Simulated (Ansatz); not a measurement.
The elements of this relaxed crystal are hidden behind letters.

```
lattice vectors (Å)
   4.2275    0.0000    0.0000
   0.0000    4.2275    0.0000
   0.0000    0.0000    4.2275
fractional positions
X 0.5000 0.5000 0.5000
Z 0.0000 0.0000 0.0000
Q 0.5000 0.0000 0.0000
Q 0.0000 0.5000 0.0000
Q 0.0000 0.0000 0.5000
```

All numbers below come from DFT PBE, scalar-relativistic, plane waves, PAW (Ansatz 0.2.0). Cutoff 420 eV, Γ-centred 6×6×6 mesh (5-atom cell), Gaussian smearing of 0.02 eV, no spin polarisation.

| Property | Result |
| --- | --- |
| Space group | Pm-3m (No. 221) |
| Conventional cell | a = 4.227 Å |
| Volume per atom | 15.11 Å³ |
| Density | 6.08 g/cm³ |
| Energy over the elements | −3.283 eV/atom |
| Gap on the 6×6×6 mesh of the 5-atom cell | 3.18 eV |

Energies are uncorrected and count from the elements' standard states at the same level.

Problem. X is an s-block element of period 6, Z is a d-block element of period 5 and Q is a p-block element of period 2. Which elements are they?

Solution. X = Ba, Z = Zr, Q = O, so the formula is BaZrO3, here in the cubic perovskite type. Density times volume gives a mean mass of 6.08 × 15.11/1.6605 = 55.3 u per atom, and this set has 55.3 u. Around Ba lie 12 O at 2.99 Å and 8 Zr at 3.66 Å; Zr has 6 O at 2.11 Å and 8 Ba at 3.66 Å; O has 2 Zr at 2.11 Å, 4 Ba at 2.99 Å and 8 O at 2.99 Å. Other sets within the hints have nearly the same mass, so mass alone doesn't settle it; this one was computed.

Kohn–Sham gaps at this level usually fall short of measured ones. A structure relaxed within its symmetry needn't be a true minimum.
